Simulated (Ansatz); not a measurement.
Runs of Ansatz 0.2.0 on Nb. Symmetry: Fm-3m, No. 225, cubic system. Conventional cell: a = 4.230 Å, b = 4.230 Å, c = 4.230 Å, α = 90.00°, β = 90.00°, γ = 90.00°. Around Nb (site symmetry m-3m) lie 12 Nb at 2.99 Å. This isn't the form of Nb at room conditions, which is bcc.

```tsv
level	potentials or basis	cell	cutoff (eV)	smearing	basis error allowed	pressure (GPa)
PBEsol	all-electron LAPW, non-relativistic	as given	201	fermi-dirac 0.05 eV	0.001 eV/atom	(a)
LDA	all-electron LAPW, scalar-relativistic	the cell as VASP's run set it	200	fermi-dirac 0.02 eV	0.001 eV/atom	-11.1
PBEsol	all-electron LAPW, scalar-relativistic	as given	200	fermi-dirac 0.05 eV	0.001 eV/atom	-7.4
PBEsol	all-electron LAPW, inner shells corrected to Dirac's equation	as given	200	fermi-dirac 0.05 eV	0.001 eV/atom	-7.4
PBEsol	all-electron PAW datasets made for the crystal	as given	240	fermi-dirac 0.05 eV	-	-7.4
```

Alike in all rows: task band structure; no spin polarisation; k mesh 11 × 11 × 11.

**Question.** Estimate the missing entries.

**Answer.** (a) -6.4.

Caveats: relativity is left out, which matters for the heavier elements (some runs).

The runs don't all hold the same shells in valence.

Runs at the PBE level aren't shown here.
